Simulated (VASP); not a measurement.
Calculation: PBE GGA, VASP's PBE PAW potentials (set 64) (plane waves; VASP).

The input files of a VASP run:

INCAR:
```
# general
SYSTEM  = CsPbI3
PREC    = Accurate
ENCUT   = 300
LREAL   = Auto
LASPH   = .TRUE.

# electronic loop
EDIFF   = 1E-6
NELM    = 100
ALGO    = Normal
LMAXMIX = 4

# smearing
ISMEAR  = 0
SIGMA   = 0.01

# functional
GGA     = PE

# ions
ISIF    = 2

# output
LWAVE   = .FALSE.
LCHARG  = .FALSE.
```

### KPOINTS
```
Automatic mesh
0
Gamma
2 4 4
0 0 0
```

File POSCAR:
```
CsPbI3
1
   19.1379210000     0.0000000000     0.0000000000
    0.0000000000     6.3793070000     0.0000000000
    0.0000000000     0.0000000000     6.3793070000
Cs Pb I
3 3 9
Direct
  0.1666670000   0.5000000000   0.5000000000
  0.5000000000   0.5000000000   0.5000000000
  0.8333330000   0.5000000000   0.5000000000
  0.0000000000   0.0000000000   0.0000000000
  0.3333330000   0.0000000000   0.0000000000
  0.6666670000   0.0000000000   0.0000000000
  0.0000000000   0.0000000000   0.5000000000
  0.3333330000   0.0000000000   0.5000000000
  0.6666670000   0.0000000000   0.5000000000
  0.1666670000   0.0000000000   0.0000000000
  0.5000000000   0.0000000000   0.0000000000
  0.8333330000   0.0000000000   0.0000000000
  0.0000000000   0.5000000000   0.0000000000
  0.3333330000   0.5000000000   0.0000000000
  0.6666670000   0.5000000000   0.0000000000
```

POTCAR, in this order: Cs_sv Pb_d I (PBE.64 set). Program: vasp_std.

Output of the run:

OUTCAR:
```
 ion  position               nearest neighbor table
   1  0.167  0.500  0.500-
   2  0.500  0.500  0.500-
   3  0.833  0.500  0.500-
   4  0.000  0.000  0.000-   7 3.19  13 3.19   7 3.19  13 3.19  12 3.19  10 3.19
   5  0.333  0.000  0.000-  10 3.19   8 3.19  14 3.19   8 3.19  14 3.19  11 3.19
   6  0.667  0.000  0.000-  12 3.19   9 3.19  15 3.19   9 3.19  15 3.19  11 3.19
   7  0.000  0.000  0.500-   4 3.19   4 3.19
   8  0.333  0.000  0.500-   5 3.19   5 3.19
   9  0.667  0.000  0.500-   6 3.19   6 3.19
  10  0.167  0.000  0.000-   5 3.19   4 3.19
  11  0.500  0.000  0.000-   5 3.19   6 3.19
  12  0.833  0.000  0.000-   6 3.19   4 3.19
  13  0.000  0.500  0.000-   4 3.19   4 3.19
  14  0.333  0.500  0.000-   5 3.19   5 3.19
  15  0.667  0.500  0.000-   6 3.19   6 3.19
  LATTYP: Found a simple tetragonal cell.
 ALAT       =     6.3793070000
 C/A-ratio  =     3.0000000000
 Subroutine PRICEL returns following result:
  LATTYP: Found a simple cubic cell.
 ALAT       =     6.3793006207
 Subroutine GETGRP returns: Found 16 space group operations
The static configuration has the point symmetry D_4h.
The dynamic configuration has the point symmetry D_4h.
...
```

File OSZICAR:
```
       N       E                     dE             d eps       ncg     rms          rms(c)
DAV:   1     0.923330967128E+03    0.92333E+03   -0.39318E+04  2048   0.909E+02
DAV:   2     0.725831145534E+02   -0.85075E+03   -0.83218E+03  2381   0.268E+02
DAV:   3    -0.377629479492E+02   -0.11035E+03   -0.10995E+03  2296   0.122E+02
DAV:   4    -0.431643687688E+02   -0.54014E+01   -0.53925E+01  2456   0.324E+01
DAV:   5    -0.433321930084E+02   -0.16782E+00   -0.16778E+00  2490   0.514E+00    0.576E+00
DAV:   6    -0.422250012690E+02    0.11072E+01   -0.17538E+00  2593   0.469E+00    0.389E+00
DAV:   7    -0.420939264904E+02    0.13107E+00   -0.13093E+00  2530   0.315E+00    0.177E+00
DAV:   8    -0.421121063372E+02   -0.18180E-01   -0.20447E-01  2378   0.207E+00    0.466E-01
DAV:   9    -0.421095825019E+02    0.25238E-02   -0.97818E-03  2554   0.522E-01    0.251E-01
DAV:  10    -0.421099209612E+02   -0.33846E-03   -0.47382E-03  2458   0.268E-01    0.156E-01
DAV:  11    -0.421103580116E+02   -0.43705E-03   -0.10382E-03  2283   0.120E-01    0.330E-02
DAV:  12    -0.421103717310E+02   -0.13719E-04   -0.10826E-04  2626   0.468E-02    0.144E-02
DAV:  13    -0.421103731962E+02   -0.14652E-05   -0.23075E-05  2433   0.222E-02    0.567E-03
DAV:  14    -0.421103736129E+02   -0.41675E-06   -0.27291E-06  1723   0.549E-03
   1 F= -.42110374E+02 E0= -.42110374E+02  d E =-.208779E-52
```

### OUTCAR
```
------------------------ aborting loop because EDIFF is reached ----------------------------------------
  FORCE on cell =-STRESS in cart. coord.  units (eV):
  Direction    XX          YY          ZZ          XY          YZ          ZX
  --------------------------------------------------------------------------------------
  Total       -0.0689072      0.4498500      0.4498500      0.0000000      0.0000000     -0.0000000
  in kB       -0.1417534      0.9254151      0.9254151      0.0000000      0.0000000     -0.0000000
  external PRESSURE =       0.5696923 kB  Pullay stress =       0.0000000 kB
  volume of cell :      778.83
      direct lattice vectors                 reciprocal lattice vectors
    19.137921000  0.000000000  0.000000000     0.052252280  0.000000000  0.000000000
     0.000000000  6.379307000  0.000000000     0.000000000  0.156756839  0.000000000
     0.000000000  0.000000000  6.379307000     0.000000000  0.000000000  0.156756839
 POSITION                                       TOTAL-FORCE (eV/Angst)
 -----------------------------------------------------------------------------------
      3.18966      3.18965      3.18965        -0.000000      0.000000     -0.000000
      9.56896      3.18965      3.18965         0.000000      0.000000      0.000000
     15.94826      3.18965      3.18965         0.000000      0.000000      0.000000
      0.00000      0.00000      0.00000         0.000000      0.000000      0.000000
      6.37930      0.00000      0.00000         0.000000      0.000000      0.000000
     12.75862      0.00000      0.00000         0.000000     -0.000000      0.000000
      0.00000      0.00000      3.18965         0.000000      0.000000      0.000000
      6.37930      0.00000      3.18965         0.000000      0.000000      0.000000
     12.75862      0.00000      3.18965        -0.000000      0.000000      0.000000
      3.18966      0.00000      0.00000        -0.000000     -0.000000     -0.000000
      9.56896      0.00000      0.00000         0.000000      0.000000      0.000000
     15.94826      0.00000      0.00000         0.000000      0.000000      0.000000
      0.00000      3.18965      0.00000         0.000000      0.000000      0.000000
      6.37930      3.18965      0.00000         0.000000      0.000000      0.000000
     12.75862      3.18965      0.00000        -0.000000      0.000000      0.000000
 -----------------------------------------------------------------------------------
    total drift:                                0.000000      0.000000      0.000000
  FREE ENERGIE OF THE ION-ELECTRON SYSTEM (eV)
  ---------------------------------------------------
  free  energy   TOTEN  =       -42.1103736129 eV

  energy  without entropy=      -42.1103736129  energy(sigma->0) =      -42.11037361
```
(Selected blocks of OUTCAR.)

### OUTCAR
```
 val. band max:        1.3595951426   @ k =   0.5000   0.5000   0.5000

 cond. band min:       2.8153700324   @ k =   0.5000   0.5000   0.5000


 Fermi energy:         1.4657354430

 k-point     1 :       0.0000    0.0000    0.0000
  band No.  band energies     occupation
      1     -20.0429      2.00000
      2     -20.0428      2.00000
      3     -20.0425      2.00000
      4     -15.3027      2.00000
      5     -15.3026      2.00000
      6     -15.3024      2.00000
      7     -15.2997      2.00000
      8     -15.2921      2.00000
      9     -15.2920      2.00000
     10     -15.2503      2.00000
     11     -15.2503      2.00000
     12     -15.2501      2.00000
     13     -15.2482      2.00000
     14     -15.2482      2.00000
     15     -15.2481      2.00000
     16     -15.2481      2.00000
     17     -15.2479      2.00000
     18     -15.2479      2.00000
     19     -10.7584      2.00000
     20     -10.6289      2.00000
     21     -10.6287      2.00000
     22     -10.1881      2.00000
     23     -10.1878      2.00000
     24     -10.0356      2.00000
     25     -10.0244      2.00000
     26     -10.0228      2.00000
     27     -10.0227      2.00000
     28      -6.8224      2.00000
     29      -6.8224      2.00000
     30      -6.8219      2.00000
     31      -6.8194      2.00000
     32      -6.8194      2.00000
     33      -6.8192      2.00000
     34      -6.8192      2.00000
     35      -6.8150      2.00000
     36      -6.8148      2.00000
     37      -5.9280      2.00000
     38      -5.9279      2.00000
     39      -5.5154      2.00000
     40      -2.0470      2.00000
     41      -2.0393      2.00000
     42      -2.0393      2.00000
     43      -1.9614      2.00000
     44      -1.9614      2.00000
     45      -1.9613      2.00000
     46      -1.9613      2.00000
     47      -0.8610      2.00000
     48      -0.8609      2.00000
     49      -0.0234      2.00000
     50      -0.0234      2.00000
     51      -0.0231      2.00000
...
```

At this cut-off the stress carries a Pulay error, which pulls relaxed volumes low.  Unless said otherwise, spin-orbit coupling is left out, though it shifts the bands of the heavy elements here.

The structure comes from a computed database's CsPbI3 entry; how it stands against other phases isn't given here. The cell was not relaxed at this level. The run is one of a series of settings (LREAL = Auto, KPOINTS 2×4×4 Γ-centred mesh against the base run), some of them coarse on purpose.
